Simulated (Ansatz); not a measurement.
`FC(F)(F)[TeH]` + CH₃OH → `OC[TeH]` + trifluoromethane at 500 K and 1 bar (formal exchange of groups at a Te–C bond).

Isolated molecules relaxed with PBE0-D4/def2-TZVP in Ansatz; ΔE leaves out vibrations. CCSD(T)/CBS is the MP2 limit (def2-TZVPP, def2-QZVPP) plus CCSD(T) − MP2 in def2-TZVPP, frozen cores. This one scheme is used for every species. Elements past krypton have def2 core potentials. For Te outer-core shells are correlated without core-valence functions, which leaves a few kJ/mol of doubt a bond. Each species was taken in one conformer, which may not be the lowest.

```tsv
species	CCSD(T)/CBS energy (Eh)	H − E (kJ/mol)	S (J/(mol·K))
`FC(F)(F)[TeH]`	-605.73243	90.0	381.1
CH₃OH	-115.61712	157.0	265.4
`OC[TeH]`	-383.33372	159.3	347.3
`FC(F)F`	-338.02896	90.5	290.1
```

H − E and S are ideal-gas, rigid-rotor, harmonic terms from PBE0-D4/def2-TZVP, for one conformer and one mirror image of each species. 1 Eh = 2625.50 kJ/mol, R = 8.31446 J/(mol·K).

Problem. By hand: ΔE, ΔH, ΔS and ΔG.

Solution. ΔE = (-383.33372) + (-338.02896) − (-605.73243) − (-115.61712) = -0.01313 Eh = -34.5 kJ/mol. Δ(H − E) = 159.3 + 90.5 − 90.0 − 157.0 = 2.8, so ΔH = -31.7 kJ/mol. ΔS = 347.3 + 290.1 − 381.1 − 265.4 = -9.1 J/(mol·K). ΔG = -31.7 − 500 × (-9.1)/1000 = -27.1 kJ/mol.

Problem. By hand: the equilibrium constant, and the temperature at which ΔG would vanish if ΔH and ΔS stayed fixed.

Solution. log₁₀ K = −ΔG/(RT ln 10) = 2.8. ΔG = 0 at ΔH/ΔS = 3484 K, far beyond where these terms or the molecules hold.

The number of gas molecules stays the same, so ΔS is small and ΔH decides. A doubt of 5 kJ/mol in ΔE shifts log₁₀ K by 0.5 here. Other conformers and mirror images would add mixing entropy, several J/(mol·K) or more a flexible species. These are equilibria of isolated gas molecules and say nothing of rates. Largest T1 diagnostic: 0.012 (customary marks: 0.02 for closed shells, 0.045 for open ones).
